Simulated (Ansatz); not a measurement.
# GaSb: energy and pressure over a range of volumes

An exercise on one series of results from a longer session: the logs are not shown, and one member is left open.

The COD entry's cell or inner coordinates are ideal or old and differ from later refinements, so a difference from it is no clean test against experiment.

Program: Ansatz 0.2.0. Level of theory: DFT PBE, scalar-relativistic. These are calculated values, not measurements.

1 further run of the same task is left out (it didn't finish).

## Starting point

Symmetry: F-43m, No. 216, cubic system. Conventional cell: a = 6.118 Å, b = 6.118 Å, c = 6.118 Å, α = 90.00°, β = 90.00°, γ = 90.00°. Around Ga (site symmetry -43m) lie 4 Sb at 2.65 Å. Sb (site symmetry -43m) is surrounded by 4 Ga at 2.65 Å.

As a file:

```xyz
2
Lattice="0.0000 3.0590 3.0590 3.0590 0.0000 3.0590 3.0590 3.0590 0.0000" Properties=species:S:1:pos:R:3 pbc="T T T"
Ga    0.0000    0.0000    0.0000
Sb    4.5885    4.5885    4.5885
```

The structure is an experimental refinement, used without relaxation.

Atoms are numbered in the order of the input: Ga1, Sb2.

Set-up of the first run:

File input.yaml:

```yaml
crystal:
  lattice:
    - [0.0, 3.0176570942, 3.0176570942]
    - [3.0176570942, 0.0, 3.0176570942]
    - [3.0176570942, 3.0176570942, 0.0]
  atoms:
    - { symbol: Ga, position: [0.0, 0.0, 0.0] }
    - { symbol: Sb, position: [0.75, 0.75, 0.75] }
kpoints:
  mp_grid: { grid: [12, 12, 12] }
scf:
  occupations: { method: fermi_dirac, width: 0.08 }
hamiltonian:
  xc: pbe
  pseudopotentials: { kind: all_electron, lapw: { basis_error: 0.001 } }
output:
  forces: true
  stress: true
  eigenvalues: true
```

Command:

```
ansatz run input.yaml --threads 1 --pin off --max-ram 2048MiB --backend cpu --events-out ev --progress --plain --runs-dir out
```

Steps of the session up to this table: Volume × 0.96, LAPW; Volume × 0.96, PAW; Volume × 0.96, crystal datasets; Volume × 0.98, LAPW; Volume × 0.98, PAW; Volume × 1.02, LAPW; Volume × 1.02, PAW; Volume × 1.04, LAPW; Volume × 1.04, PAW; Volume × 1.04, crystal datasets.

One of the session's tables, all rows but one given; the rest of the session is left out.

| method | volume (Å³/atom) | pressure (GPa) |
| --- | --- | --- |
| LAPW | 27.480 | 4.82 |
| LAPW | 28.052 | 3.51 |
| LAPW | 28.625 | 2.34 |
| LAPW | 29.197 | 1.29 |
| LAPW | 29.770 | 0.35 |
| PAW | 27.480 | 4.82 |
| PAW | 28.052 | 3.51 |
| PAW | 28.625 | 2.33 |
| PAW | 29.197 | ? |
| PAW | 29.770 | 0.34 |
| crystal datasets | 27.480 | 4.82 |
| crystal datasets | 28.625 | 2.34 |
| crystal datasets | 29.770 | 0.35 |

**Question.** Estimate the row for PAW, 29.197.

The run gave: pressure (GPa): 1.28. In the column «pressure (GPa)» it lies between crystal datasets, 29.770 (0.35) and LAPW, 29.197 (1.29).

Caveats from the session: Warnings in the runs' records: gradients without spin orbit, crystal datasets made.
